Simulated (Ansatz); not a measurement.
# CdTe (F-43m) in Ansatz: band structure with BLYP

Aim: the band structure of CdTe with BLYP.

Everything below comes from runs of Ansatz 0.2.0. Logs are shortened: lines on timing, memory, paths and dates and some standing lists are left out, and cuts for length are marked.

**Measured values to compare with.**

A printed reference work, data compilation reports, for a bulk crystal of CdTe at 0 K: band gap 1.607 eV.

The runs below are set against these values where they give the same quantity.

### 1 Starting point

The structure is cubic, space group F-43m (No. 216). The conventional cell has a = 6.410 Å, b = 6.410 Å, c = 6.410 Å, α = 90.00°, β = 90.00°, γ = 90.00°. Te (site symmetry -43m) has 4 Cd at 2.78 Å as nearest neighbours. Cd (site symmetry -43m) is surrounded by 4 Te at 2.78 Å.

### 2 Band structure, BLYP

File input.yaml:

```yaml
crystal:
  lattice:
    - [0.0, 3.205, 3.205]
    - [3.205, 0.0, 3.205]
    - [3.205, 3.205, 0.0]
  atoms:
    - { symbol: Te, position: [0.75, 0.75, 0.75] }
    - { symbol: Cd, position: [0.0, 0.0, 0.0] }
kpoints:
  mp_grid: { grid: [7, 7, 7] }
  band_path:
    path:
      - [0.0, 0.0, 0.0]
      - [0.5, 0.0, 0.5]
      - [0.5, 0.25, 0.75]
      - [0.375, 0.375, 0.75]
      - [0.0, 0.0, 0.0]
      - [0.5, 0.5, 0.5]
      - [0.625, 0.25, 0.625]
      - [0.5, 0.25, 0.75]
    npoints: 12
scf:
  occupations: { method: fermi_dirac, width: 0.05 }
hamiltonian:
  xc: blyp
  pseudopotentials: { kind: all_electron, lapw: { basis_error: 0.001 } }
output:
  forces: true
  stress: true
  eigenvalues: true
```

Potentials or basis: all-electron LAPW, scalar-relativistic.

On the command line:

```bash
$ ansatz run input.yaml --threads 1 --pin off --max-ram 3072MiB --backend cpu --events-out ev --progress --plain --runs-dir out
```

The program printed:

```text
Warning: RAYON_NUM_THREADS=1 ignored (pool sized by the plan → 1); use --threads N
LAPW: plane waves up to 8.259 Å⁻¹, error target 1.0e-3 eV per atom; small_component_spin mean_spin; Cd in spheres of 1.397 Å, 20 of its electrons in bands, Dirac shells []; Te in spheres of 1.378 Å, 24 of its electrons in bands, Dirac shells [] (how accurate: hamiltonian.pseudopotentials.lapw.basis_error, Limitations)
Engine: ansatz 0.2.0, x86_64-unknown-linux-gnu
Pseudopotentials: kind: all_electron
Pseudopotential: Te, LAPW, valence charge 24, lapw/all_electron/scalar/gaussian/Te, Koelling and Harmon's equation, gaussian nucleus
Pseudopotential: Cd, LAPW, valence charge 20, lapw/all_electron/scalar/gaussian/Cd, Koelling and Harmon's equation, gaussian nucleus
Functional definition: BLYP
  parameter beta = 0.0042
  parameter a = 0.04918
  parameter b = 0.132
  parameter c = 0.2533
  parameter d = 0.349
  exchange = b88_x(beta = beta)
  correlation = lyp_c(a = a, b = b, c = c, d = d)
Crystal: 2 atoms, lattice volume = 65.844 Å³
Basis set: ecut = 259.85514454498275 eV, 609 PW (Γ), exchange–correlation at level 2
Bands: 27, of which v1, the nominal top of the filled ones, is band 22 counted from 1 (21 counted from 0)
Symmetry: 24 space group operations
Space group: F-43m (ITA 216), of the structure as read, at distance tolerance 4.0e-5 Å
k-points: 20 of 343 (time reversal used)
Non-local potential: Te, projectors of the file, none
Non-local potential: Cd, projectors of the file, none
Initial density: superposition of atomic densities (chi_scale 0.1, normalization cell, long waves kept (reshape's long-wave potential 0.00 eV rms))
Initial wavefunctions: plane waves of lowest kinetic energy (no species holds an atomic orbital)
Functional: x = b88, c = lyp
iter 1 solved again at ethr=1.48e-3 eV; its pass at ethr=1.00e-1 eV (dr2=6.51e-1 eV) is discarded
SCF iter   1: F=—  HF=-337153.830313 eV  |F-HF|=—  |Δ(HF+E_count)|=         —  Δρ=2.14e-2  dr2=6.52e-1  ethr=1.48e-3  ⟨swp⟩=2.0  Hψ=3492  notcnv=0
preconditioner: auto → none  [insulator: Δε(μ)=1.144 eV  Ē_g=11.932 eV  σ=0.050 eV  W_gap=1.00  n_scr=14 (ndim 8)  ℏωp=19.4 eV  f_vac=0.191  D(μ)=0.00/eV (n_scr^D=0)  ε∞_Penn≈3.6]
iter 2 solved again at ethr=5.24e-5 eV; its pass at ethr=1.48e-3 eV (dr2=2.31e-2 eV) is discarded
SCF iter   2: F=—  HF=-337153.603837 eV  |F-HF|=—  |Δ(HF+E_count)|=   2.26e-1  Δρ=6.10e-3  dr2=2.31e-2  ethr=5.24e-5  ⟨swp⟩=2.0  Hψ=2784  notcnv=0
SCF iter   3: F=—  HF=-337153.580359 eV  |F-HF|=—  |Δ(HF+E_count)|=   2.35e-2  Δρ=3.53e-3  dr2=8.70e-3  ethr=5.24e-5  ⟨swp⟩=2.4  Hψ=1662  notcnv=0
SCF iter   4: F=—  HF=-337153.579968 eV  |F-HF|=—  |Δ(HF+E_count)|=   3.91e-4  Δρ=1.35e-3  dr2=1.40e-3  ethr=1.98e-5  ⟨swp⟩=2.0  Hψ=1553  notcnv=0
SCF iter   5: F=—  HF=-337153.580016 eV  |F-HF|=—  |Δ(HF+E_count)|=   4.83e-5  Δρ=2.51e-4  dr2=3.01e-5  ethr=3.18e-6  ⟨swp⟩=2.0  Hψ=1552  notcnv=0
SCF iter   6: F=—  HF=-337153.580031 eV  |F-HF|=—  |Δ(HF+E_count)|=   1.47e-5  Δρ=4.15e-5  dr2=6.06e-7  ethr=6.85e-8  ⟨swp⟩=2.2  Hψ=1556  notcnv=0
SCF iter   7: F=-337153.580033 eV  HF=-337153.580033 eV  |F-HF|=1.89e-8  |Δ(HF+E_count)|=   1.87e-6  Δρ=3.87e-6  dr2=5.01e-9  ethr=1.38e-9  ⟨swp⟩=3.0  Hψ=1647  notcnv=0
SCF 1 converged in 7 iterations: F = -337153.580033 eV  dr2 = 5.01e-9
NSCF: frozen V_eff on 85 k-points
SCF converged after 7 iterations
Free energy (F): -337153.580033 eV
Harris-Foulkes:  -337153.580033 eV  (|F-HF|=1.89e-8)
Internal energy: -337153.580029 eV  (E = F + TS)
E sigma→0 (E₀):  -337153.580031 eV
Entropy (-TS):   -0.000004 eV (-0.002 meV/atom)
Fermi energy:    10.158890 eV
--- Per-component energies (eV) ---
  E_band       = -1602.016865
  E_kinetic    = 354792.988386
  E_xc         = -9035.297267
  E_electrostatic = -682911.271148  (all electrons and nuclei)
  E_smearing   = -0.000004  (= −TS)
  E_closure    = 0.000000  (closes the sum)
  E_atoms      = -337150.033386  (free atoms, spherical and without spin; not in F)
  Σ components = -337153.580033   (vs F -337153.580033, Δ=0.00e0)
  Basis errors (estimates in eV, not in F): energy 4.7e-4 per atom: plane waves 4.4e-4 (2.6e-4 summed), levels above the bands 4.7e-73, relativity 1.8e-8, radial functions 2.8e-5, core shells 4.2e-7; eigenvalues (radial functions only) 1.2e-6; not estimated: angular momenta, meshes, grids; target (lapw.basis_error) 1.0e-3; muffin-tin radii Cd 1.397 Å, Te 1.378 Å
--- Forces (eV/Å), atoms counted from 1 ---
  atom   1  Te    -0.00000000     0.00000000    -0.00000000
  atom   2  Cd     0.00000000    -0.00000000    -0.00000000
  max |Σ_I F_I| component: 4.16e-17 eV/Å
--- Stress (GPa, compression-positive) ---
        6.937484      -0.000000      -0.000000
       -0.000000       6.937484       0.000000
       -0.000000       0.000000       6.937484
  P = ⅓ Tr σ = 6.9375 GPa (69.375 kbar)
--- Band table (eV; the first three rows and the last of 20) ---
  k-point 0: bands = ["-148.8064", "-98.8629", "-98.8629", "-98.8629", "-92.4948", "-53.5492", "-53.5492", "-53.5492", "-26.2769", "-26.2769", "-26.2769", "-26.2663", "-26.2663", "-1.6739", "1.2904", "1.2904", "1.2904", "1.5702", "1.5702", "9.7384", "9.7384", "9.7384", "10.5172", "14.3709", "14.3709", "14.3709", "17.3701"]
  k-point 1: bands = ["-148.8064", "-98.8629", "-98.8629", "-98.8629", "-92.4948", "-53.5492", "-53.5492", "-53.5492", "-26.2769", "-26.2768", "-26.2768", "-26.2663", "-26.2663", "-1.5950", "1.3058", "1.3058", "1.3530", "1.5690", "1.5690", "8.2517", "9.5544", "9.5544", "11.5054", "14.4389", "14.6436", "14.6436", "18.2330"]
  k-point 2: bands = ["-148.8064", "-98.8629", "-98.8629", "-98.8629", "-92.4948", "-53.5493", "-53.5492", "-53.5492", "-26.2770", "-26.2767", "-26.2767", "-26.2662", "-26.2662", "-1.4174", "1.3367", "1.3367", "1.5678", "1.5708", "1.5708", "6.5227", "9.2007", "9.2007", "11.7175", "14.9911", "14.9911", "15.6067", "18.0644"]
  k-point 19: bands = ["-148.8064", "-98.8629", "-98.8629", "-98.8629", "-92.4948", "-53.5493", "-53.5493", "-53.5492", "-26.2770", "-26.2767", "-26.2762", "-26.2663", "-26.2659", "-1.1415", "1.4142", "1.4300", "1.5367", "1.5730", "2.1548", "5.4027", "7.1313", "7.8416", "13.4670", "14.6245", "15.7447", "16.6173", "18.7419"]
```

bands.tsv:

```text
# k_distance	band_0	band_1	band_2	band_3	band_4	band_5	band_6	band_7	band_8	band_9	band_10	band_11	band_12	band_13	band_14	band_15	band_16	band_17	band_18	band_19	band_20	band_21	band_22	band_23	band_24	band_25	band_26
# fermi_ev = 10.158890
[... 95 lines left out ...]
4.623387	-158.965294	-109.021781	-109.021779	-109.021779	-102.653718	-63.708184	-63.708167	-63.708141	-36.435848	-36.435667	-36.435078	-36.425154	-36.424814	-11.291209	-8.734616	-8.730773	-8.620125	-8.589377	-7.979855	-4.768486	-2.842986	-2.691626	3.847111	4.342004	5.254319	6.052656	9.388831
4.652267	-158.965294	-109.021781	-109.021779	-109.021779	-102.653718	-63.708183	-63.708167	-63.708141	-36.435833	-36.435677	-36.435075	-36.425151	-36.424814	-11.290969	-8.734312	-8.731038	-8.619667	-8.589785	-7.978865	-4.768444	-2.829039	-2.712739	3.869498	4.368847	5.218414	6.028120	9.413845
```

It took 43 s on 1 thread of Intel Xeon at 2.50GHz (Skylake/Cascade Lake), shared host; peak memory 0.32 GiB.

What came out:

* Free energy: -337153.5800 eV
* Pressure: 6.9 GPa
* Band gap on the k mesh: 0.78 eV, direct
* Band gap along the path: 0.78 eV, direct

Levels at the corners of the path, in eV from the valence-band top:
```tsv
point	band 20	band 21	band 22	band 23	band 24	band 25
Γ	0.00	0.00	0.00	0.78	4.63	4.63
X	-4.47	-1.95	-1.95	2.66	2.70	9.05
W	-4.35	-2.41	-2.29	4.29	4.79	5.64
K	-4.37	-2.65	-1.62	2.93	4.59	7.50
Γ	0.00	0.00	0.00	0.78	4.63	4.63
L	-4.59	-0.81	-0.81	1.82	5.25	5.25
U	-4.37	-2.65	-1.62	2.93	4.59	7.50
W	-4.35	-2.41	-2.29	4.29	4.79	5.64
```

Caveat: spin-orbit coupling is left out, which moves the levels of the heavy elements.

### 3 Against experiment

Step 2. A measured gap of CdTe is 1.607 eV (0 K; a printed reference work, data compilation); the calculated 0.78 eV misses it by -0.83 eV. Spin-orbit coupling on Cd, Te is left out. The value is that of BLYP, without temperature or zero-point motion. Semilocal functionals fall short of measured gaps as a rule.
